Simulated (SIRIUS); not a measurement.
# CdTe (F-43m) in SIRIUS: equation of state

Aim: energy against volume of CdTe in PBEsol, for its equilibrium volume and stiffness.

Everything below comes from runs of SIRIUS 7.12.0. Logs are shortened: lines on timing, memory, paths and dates and some standing lists are left out, and cuts for length are marked. The log counts tension as positive stress, the text compression.

**The experiment to reproduce.**

From “Multiscale insight into the Cd1-xZnxTe vibrational-mechanical properties -- High-pressure experiments and ab initio calculations”, 2023, arxiv:2306.14539, for a powder of CdTe: bulk modulus 42 ± 2 GPa.

How close the calculation comes is told below.

**1. The crystal as given**

The structure is cubic, space group F-43m (No. 216). The conventional cell has a = 6.410 Å, b = 6.410 Å, c = 6.410 Å, α = 90.00°, β = 90.00°, γ = 90.00°. Te (site symmetry -43m) has 4 Cd at 2.78 Å as nearest neighbours. Cd (site symmetry -43m) is surrounded by 4 Te at 2.78 Å.

**2. Single point, PBEsol, 30.95 Å³/atom (volume scaled by 0.94)**

Contents of sirius.json:

```json
{
  "control": {
    "processing_unit": "cpu",
    "verbosity": 2,
    "num_bands_to_print": 27,
    "print_forces": true,
    "print_stress": true
  },
  "parameters": {
    "electronic_structure_method": "pseudopotential",
    "xc_functionals": ["XC_GGA_X_PBE_SOL", "XC_GGA_C_PBE_SOL"],
    "gk_cutoff": 10.1,
    "pw_cutoff": 20.2,
    "ngridk": [7, 7, 7],
    "shiftk": [0, 0, 0],
    "smearing": "fermi_dirac",
    "smearing_width": 0.0018374661,
    "num_bands": 27,
    "num_mag_dims": 0,
    "num_dft_iter": 100,
    "energy_tol": 1e-08,
    "density_tol": 1e-06
  },
  "iterative_solver": {
    "type": "davidson",
    "min_tolerance": 1e-10
  },
  "mixer": {
    "type": "anderson",
    "beta": 0.7,
    "max_history": 8
  },
  "settings": {
    "tol_ne": 1e-10,
    "pseudo_grid_cutoff": 6.5
  },
  "unit_cell": {
    "lattice_vectors": [
      [0.0, 0.707106781187, 0.707106781187],
      [0.707106781187, 0.0, 0.707106781187],
      [0.707106781187, 0.707106781187, 0.0]
    ],
    "lattice_vectors_scale": 8.390435759,
    "atom_coordinate_units": "lattice",
    "atom_types": ["Te", "Cd"],
    "atom_files": {
      "Te": "Te.json",
      "Cd": "Cd.json"
    },
    "atoms": {
      "Te": [
        [0.75, 0.75, 0.75]
      ],
      "Cd": [
        [0.0, 0.0, 0.0]
      ]
    }
  }
}
```

Potentials or basis: PseudoDojo 0.4.1 PBEsol standard (scalar relativistic).

The run is started by

```
$ upf_to_json Te.upf
$ upf_to_json Cd.upf
$ OMP_NUM_THREADS=4 sirius.scf --input=sirius.json --output=out.json --task=0
```

Output:

```text
[info] SIRIUS version : 7.12.0
[info] number of MPI ranks           : 1
[info] MPI grid                      : 1 1
[info] maximum number of OMP threads : 4
[fft] FFT context for density and potential
[fft] =====================================
[fft]   comm size                             : 1
[fft]   plane wave cutoff                     : 20.2
[fft]   grid size                             : 60 60 60   total : 216000
[fft]   grid limits                           : -29 30   -29 30   -29 30
[fft]   number of G-vectors within the cutoff : 29036
[fft]   local number of G-vectors             : 29036
[fft]   number of G-shells                    : 1502
[fft] FFT context for coarse grid
[fft] =====================================
[fft]   comm size                             : 1
[fft]   plane wave cutoff                     : 20.2
[fft]   grid size                             : 60 60 60   total : 216000
[fft]   grid limits                           : -29 30   -29 30   -29 30
[fft]   number of G-vectors within the cutoff : 29036
[fft]   local number of G-vectors             : 29036
[fft]   number of G-shells                    : 1502
[unit cell] lattice vectors
[unit cell]   a1 :       0.0000000000      5.9329340223      5.9329340223
[unit cell]   a2 :       5.9329340223      0.0000000000      5.9329340223
[unit cell]   a3 :       5.9329340223      5.9329340223      0.0000000000
[unit cell] reciprocal lattice vectors
[unit cell]   b1 :      -0.5295175442      0.5295175442      0.5295175442
[unit cell]   b2 :       0.5295175442     -0.5295175442      0.5295175442
[unit cell]   b3 :       0.5295175442      0.5295175442     -0.5295175442
[unit cell] unit cell volume :       417.67506795 [a.u.^3]
[unit cell] 1/sqrt(omega)    :         0.04893062
[unit cell] MT volume        :         0.00000000 ( 0.00%)
[unit cell] IT volume        :       417.67506795 (100.00%)
[unit cell] number of atom types : 2
[unit cell] type id : 0 symbol : Te mt_radius :  12.930000 num_atoms : 1
[unit cell] type id : 1 symbol : Cd mt_radius :  13.670000 num_atoms : 1
[unit cell] total number of atoms : 2
[unit cell] number of symmetry classes : 2
[unit cell] number of PAW atoms : 0
[unit cell] atom id  type id  class id             position                      vector_field
[unit cell] ------------------------------------------------------------------------------------------
[unit cell]      0        0        0      0.75000   0.75000   0.75000      0.00000   0.00000   0.00000
[unit cell]      1        1        1      0.00000   0.00000   0.00000      0.00000   0.00000   0.00000
[unit cell] atom id         position (Cartesian, a.u.)
[unit cell] ---------------------------------------------
[unit cell]      0       8.899401    8.899401    8.899401
[unit cell]      1       0.000000    0.000000    0.000000
[unit cell] class id : 0 atom id : 0
[unit cell] class id : 1 atom id : 1
[unit cell] minimum bond length:     5.138072
[unit cell] total number of pseudo wave-functions: 19
[sym] space group number   : 216
[sym] international symbol : F-43m
[sym] Hall symbol          : F -4 2 3
[sym] space group transformation matrix :
[sym]   0.0000  0.5000  0.5000
[sym]  -0.5000 -0.5000  0.0000
[sym]   0.5000  0.0000  0.5000
[sym] space group origin shift :
[sym]   0.0000  0.0000  0.0000
[sym] number of space group operations  : 24
[sym] number of magnetic group operations : 24
[sym] metric tensor error: 0.0000e+00
[sym] rotation matrix error: 0.0000e+00
[sym] symmetry operations
[... list of symmetry operations ...]
[atom type] label          : Te
[atom type] --------------------------------------------------------------------------------
[atom type] symbol         : Te
[atom type] name           :
[atom type] zn             : 16
[atom type] mass           : 0
[atom type] mt_radius      : 12.93
[atom type] num_mt_points  : 1294
[atom type] grid_origin    : 0
[atom type] grid_name      : external
[atom type] number of core electrons    : 0
[atom type] number of valence electrons : 16
[atom type] total number of radial functions : 6
[... 243 lines left out ...]
[find] Efermi                         :       0.34704508
[find] iteration : 9, RMS (target) : 1.3481e-06 (1.0000e-06) , energy difference (target) : -1.3359e-09 (1.0000e-08)
[find] bands are converged : true
[find] iterative solver converged : false
[find] +------------------------------+
[find] | SCF iteration  10 out of 100|
[find] +------------------------------+
[diagonalize] iterative solver tolerance (occupied, empty): 1.3481e-07 1.3481e-07
[diagonalize] average number of iterations: 1.55
[diagonalize] Lowest band energies
[diagonalize] ik:    0   -3.430797   -2.000909   -2.000909   -2.000909   -1.004391   -1.004391   -1.004391   -1.003943   -1.003943   -0.105434    0.011767    0.011767    0.011767    0.024374    0.024374    0.328657    0.328657    0.328657    0.363270    0.493834    0.493834    0.493834    0.604364    0.683275    0.683275    0.699004    0.699004
[diagonalize] ik:    1   -3.430797   -2.000910   -2.000909   -2.000909   -1.004393   -1.004388   -1.004388   -1.003942   -1.003942   -0.101977    0.012458    0.012458    0.014118    0.024313    0.024313    0.270929    0.320755    0.320755    0.398755    0.496959    0.505105    0.505105    0.637501    0.646031    0.646031    0.684975    0.762364
[diagonalize] ik:    2   -3.430797   -2.000912   -2.000909   -2.000909   -1.004397   -1.004381   -1.004381   -1.003938   -1.003938   -0.094109    0.013845    0.013845    0.022803    0.024394    0.024394    0.201108    0.305867    0.305867    0.402829    0.518176    0.518176    0.544162    0.625347    0.647338    0.647338    0.766857    0.847721
[diagonalize] ik:    3   -3.430797   -2.000914   -2.000910   -2.000910   -1.004400   -1.004376   -1.004376   -1.003935   -1.003935   -0.087841    0.014719    0.014719    0.024749    0.024749    0.036837    0.151220    0.295751    0.295751    0.396601    0.517103    0.517103    0.582949    0.642177    0.697351    0.697351    0.789228    0.799020
[diagonalize] ik:    4   -3.430797   -2.000910   -2.000909   -2.000909   -1.004398   -1.004385   -1.004385   -1.003944   -1.003938   -0.100831    0.013136    0.013136    0.013954    0.023974    0.024654    0.271936    0.307345    0.307345    0.420053    0.463696    0.524704    0.524704    0.599102    0.660164    0.689761    0.721312    0.751142
[diagonalize] ...
[diagonalize] ik:   15   -3.430797   -2.000914   -2.000911   -2.000911   -1.004420   -1.004363   -1.004360   -1.003948   -1.003918   -0.081385    0.017852    0.019479    0.020705    0.025538    0.047728    0.152841    0.231131    0.251487    0.420629    0.450676    0.631724    0.645896    0.664948    0.726044    0.781286    0.793229    0.836141
[diagonalize] ik:   16   -3.430797   -2.000912   -2.000910   -2.000910   -1.004404   -1.004376   -1.004372   -1.003943   -1.003929   -0.088670    0.015544    0.016046    0.021794    0.024925    0.031073    0.189819    0.251006    0.283223    0.458785    0.471827    0.521324    0.582917    0.626077    0.719626    0.739469    0.756211    0.784513
[diagonalize] ik:   17   -3.430797   -2.000913   -2.000911   -2.000910   -1.004398   -1.004382   -1.004367   -1.003940   -1.003928   -0.084175    0.016271    0.016889    0.023024    0.024689    0.043058    0.159458    0.233491    0.268879    0.461252    0.491374    0.536447    0.599142    0.638538    0.704313    0.735715    0.784815    0.838387
[diagonalize] ik:   18   -3.430797   -2.000913   -2.000911   -2.000911   -1.004413   -1.004372   -1.004360   -1.003945   -1.003921   -0.082256    0.017720    0.018191    0.021504    0.025195    0.045899    0.158931    0.233968    0.245250    0.451539    0.460223    0.565360    0.631162    0.671748    0.737211    0.771613    0.787503    0.832985
[diagonalize] ik:   19   -3.430797   -2.000913   -2.000912   -2.000911   -1.004399   -1.004384   -1.004360   -1.003941   -1.003925   -0.081809    0.017218    0.018041    0.022797    0.024441    0.049456    0.156333    0.218728    0.248373    0.463938    0.508563    0.548183    0.574686    0.667745    0.713189    0.789252    0.802068    0.833120
[find] Charges and magnetic moments
[find] --------------------------------------------------------------------------------
[find] total charge          : 36.000000
[find] Energy
[find] --------------------------------------------------------------------------------
[find] valence_eval_sum               :     -27.43544222
[find] <rho|V^{XC}>                   :     -36.08998518
[find] <rho|E^{XC}>                   :     -48.48048294
[find] <mag|B^{XC}>                   :       0.00000000
[find] <rho|V^{H}>                    :     183.44568795
[find] one-electron contribution      :    -174.79114499 (Ha),    -349.58228998 (Ry)
[find] hartree contribution           :      91.72284397
[find] xc contribution                :     -48.48048294
[find] ewald contribution             :    -148.36287275
[find] PAW contribution               :       0.00000000
[find] smearing (-TS)                 :      -0.00000003
[find] SCF correction                 :      -0.00000106
[find] Total energy                   :    -279.91165776 (Ha),    -559.82331553 (Ry)
[find] Free energy (E-TS)             :    -279.91165780 (Ha),    -559.82331559 (Ry)
[find] band gap (eV)                  :       0.94186758
[find] Efermi                         :       0.34704501
[find] iteration : 10, RMS (target) : 4.7076e-07 (1.0000e-06) , energy difference (target) : -3.4311e-10 (1.0000e-08)
[find] bands are converged : true
[find] iterative solver converged : false
[find] converged after 11 SCF iterations!
[find] Charges and magnetic moments
[find] --------------------------------------------------------------------------------
[find] total charge          : 36.000000
[find] Energy
[find] --------------------------------------------------------------------------------
[find] valence_eval_sum               :     -27.43544222
[find] <rho|V^{XC}>                   :     -36.08998518
[find] <rho|E^{XC}>                   :     -48.48048294
[find] <mag|B^{XC}>                   :       0.00000000
[find] <rho|V^{H}>                    :     183.44568795
[find] one-electron contribution      :    -174.79114499 (Ha),    -349.58228998 (Ry)
[find] hartree contribution           :      91.72284397
[find] xc contribution                :     -48.48048294
[find] ewald contribution             :    -148.36287275
[find] PAW contribution               :       0.00000000
[find] smearing (-TS)                 :      -0.00000003
[find] SCF correction                 :      -0.00000106
[find] Total energy                   :    -279.91165776 (Ha),    -559.82331553 (Ry)
[find] Free energy (E-TS)             :    -279.91165780 (Ha),    -559.82331559 (Ry)
[find] band gap (eV)                  :       0.94186758
[find] Efermi                         :       0.34704501
[ground_state] === stress tensor components [kbar] ===
[ground_state] === stress_kin ===
[ground_state] -55548.504952    0.000000    0.000000
[ground_state]     0.000000-55548.504952   -0.000000
[ground_state]     0.000000   -0.000000-55548.504952
[ground_state] === stress_har ===
[ground_state] -21536.509208    0.000000   -0.000000
[ground_state]     0.000000-21536.509208    0.000000
[ground_state]    -0.000000    0.000000-21536.509208
[ground_state] === stress_ewald ===
[ground_state] 34835.578975    0.000000    0.000000
[ground_state]     0.00000034835.578975    0.000000
[ground_state]     0.000000    0.00000034835.578975
[ground_state] === stress_vloc ===
[ground_state] 24227.338678    0.000000    0.000000
[ground_state]     0.00000024227.338678   -0.000000
[ground_state]     0.000000   -0.00000024227.338678
[ground_state] === stress_xc ===
[ground_state] -8583.149794    0.000000    0.000000
[ground_state]     0.000000-8583.149794    0.000000
[ground_state]     0.000000    0.000000-8583.149794
[ground_state] === stress_core ===
[ground_state] 16656.584343    0.000000    0.000000
[ground_state]     0.00000016656.584343    0.000000
[ground_state]     0.000000    0.00000016656.584343
[ground_state] === stress_nonloc ===
[ground_state]  9896.060392    0.000000    0.000000
[ground_state]     0.000000 9896.060392   -0.000000
[ground_state]     0.000000   -0.000000 9896.060392
[ground_state] === stress_us_nl ===
[ground_state]  9896.060392    0.000000    0.000000
[ground_state]     0.000000 9896.060392   -0.000000
[ground_state]     0.000000   -0.000000 9896.060392
[ground_state] === stress_total ===
[ground_state]   -52.601567    0.000000   -0.000000
[ground_state]     0.000000  -52.601567   -0.000000
[ground_state]    -0.000000   -0.000000  -52.601567
[ground_state] ==== total Forces in Ha/bohr =====
[ground_state] atom:    0, force:      -0.0000000     -0.0000000      0.0000000
[ground_state] atom:    1, force:       0.0000000     -0.0000000      0.0000000
[ground_state] ==== ultrasoft contribution from Qij =====
[ground_state] atom:    0, force:       0.0000000      0.0000000      0.0000000
[ground_state] atom:    1, force:       0.0000000      0.0000000      0.0000000
[ground_state] ==== non-local contribution from Beta-projector =====
[ground_state] atom:    0, force:      -0.0000000      0.0000000      0.0000000
[ground_state] atom:    1, force:       0.0000000      0.0000000      0.0000000
[ground_state] ==== contribution from local potential =====
[ground_state] atom:    0, force:       0.0000000      0.0000000      0.0000000
[ground_state] atom:    1, force:       0.0000000     -0.0000000      0.0000000
[ground_state] ==== contribution from core density =====
[ground_state] atom:    0, force:       0.0000000      0.0000000      0.0000000
[ground_state] atom:    1, force:       0.0000000      0.0000000      0.0000000
[ground_state] ==== Ewald forces from ions =====
[ground_state] atom:    0, force:       0.0000000      0.0000000      0.0000000
[ground_state] atom:    1, force:       0.0000000      0.0000000      0.0000000
[~DFT_ground_state] local op. applied: 13312
[~DFT_ground_state] evp. work count: 1971.39
[~DFT_ground_state] number of iterative solver steps: 651
```

Run time: 18 s. Hardware: 4 threads of Intel Xeon 6975P-C (Granite Rapids), shared host; peak memory 0.56 GiB.

Results:

| Property | Result |
| --- | --- |
| Free energy | -7616.7842 eV |
| Pressure | 5.3 GPa |
| Band gap on the k mesh | 0.94 eV |

Caveat: spin-orbit coupling is left out, which moves the levels of the heavy elements; an odd mesh through Γ misses points on the zone boundary, where band edges often lie.

**3. Single point, PBEsol, 31.60 Å³/atom (volume scaled by 0.96)**

sirius.json: that of step 2 with these lines changed.

```diff
@@ -42,3 +42,3 @@
     ],
-    "lattice_vectors_scale": 8.390435759,
+    "lattice_vectors_scale": 8.4495252817,
     "atom_coordinate_units": "lattice",
```

Potentials or basis: PseudoDojo 0.4.1 PBEsol standard (scalar relativistic).

The run is started by

```
$ upf_to_json Te.upf
$ upf_to_json Cd.upf
$ OMP_NUM_THREADS=4 sirius.scf --input=sirius.json --output=out.json --task=0
```

Wall time 18 s (4 threads of Intel Xeon 6975P-C (Granite Rapids), shared host); peak memory 0.57 GiB.

The run converged. Its results:

| Quantity | Value |
| --- | --- |
| Free energy | -7616.8223 eV |
| Pressure | 3.9 GPa |
| Band gap on the k mesh | 0.88 eV |

Caveat: spin-orbit coupling is left out, which moves the levels of the heavy elements; an odd mesh through Γ misses points on the zone boundary, where band edges often lie.

**4. Single point, PBEsol, 32.26 Å³/atom (volume scaled by 0.98)**

sirius.json: that of step 3 with these lines changed.

```diff
@@ -42,3 +42,3 @@
     ],
-    "lattice_vectors_scale": 8.4495252817,
+    "lattice_vectors_scale": 8.5077997115,
     "atom_coordinate_units": "lattice",
```

The run is started by

```
$ upf_to_json Te.upf
$ upf_to_json Cd.upf
$ OMP_NUM_THREADS=4 sirius.scf --input=sirius.json --output=out.json --task=0
```

Wall time 18 s (4 threads of Intel Xeon 6975P-C (Granite Rapids), shared host); peak memory 0.58 GiB.

The run converged. Its results:

- Free energy: -7616.8502 eV
- Pressure: 2.8 GPa
- Band gap on the k mesh: 0.82 eV

Caveat: spin-orbit coupling is left out, which moves the levels of the heavy elements; an odd mesh through Γ misses points on the zone boundary, where band edges often lie.

**5. Single point, PBEsol, 32.92 Å³/atom**

sirius.json: that of step 4 with these lines changed.

```diff
@@ -42,3 +42,3 @@
     ],
-    "lattice_vectors_scale": 8.5077997115,
+    "lattice_vectors_scale": 8.5652865883,
     "atom_coordinate_units": "lattice",
```

The run is started by

```
$ upf_to_json Te.upf
$ upf_to_json Cd.upf
$ OMP_NUM_THREADS=4 sirius.scf --input=sirius.json --output=out.json --task=0
```

It took 17 s on 4 threads of Intel Xeon 6975P-C (Granite Rapids), shared host; peak memory 0.59 GiB.

It converged, with:

```
Free energy            : -7616.8690 eV
Pressure               : 1.7 GPa
Band gap on the k mesh : 0.76 eV
```

Caveat: spin-orbit coupling is left out, which moves the levels of the heavy elements; an odd mesh through Γ misses points on the zone boundary, where band edges often lie.

**6. Single point, PBEsol, 33.58 Å³/atom (volume scaled by 1.02)**

sirius.json: that of step 5 with these lines changed.

```diff
@@ -42,3 +42,3 @@
     ],
-    "lattice_vectors_scale": 8.5652865883,
+    "lattice_vectors_scale": 8.6220119936,
     "atom_coordinate_units": "lattice",
```

Potentials or basis: PseudoDojo 0.4.1 PBEsol standard (scalar relativistic).

The run is started by

```
$ upf_to_json Te.upf
$ upf_to_json Cd.upf
$ OMP_NUM_THREADS=4 sirius.scf --input=sirius.json --output=out.json --task=0
```

Run time: 18 s. Hardware: 4 threads of Intel Xeon 6975P-C (Granite Rapids), shared host; peak memory 0.6 GiB.

It converged, with:

```yaml
Free_energy: -7616.8795 eV
Pressure: 0.8 GPa
Band_gap_on_the_k_mesh: 0.70 eV
```

Caveat: spin-orbit coupling is left out, which moves the levels of the heavy elements; an odd mesh through Γ misses points on the zone boundary, where band edges often lie.

[end of part 1 of 2]
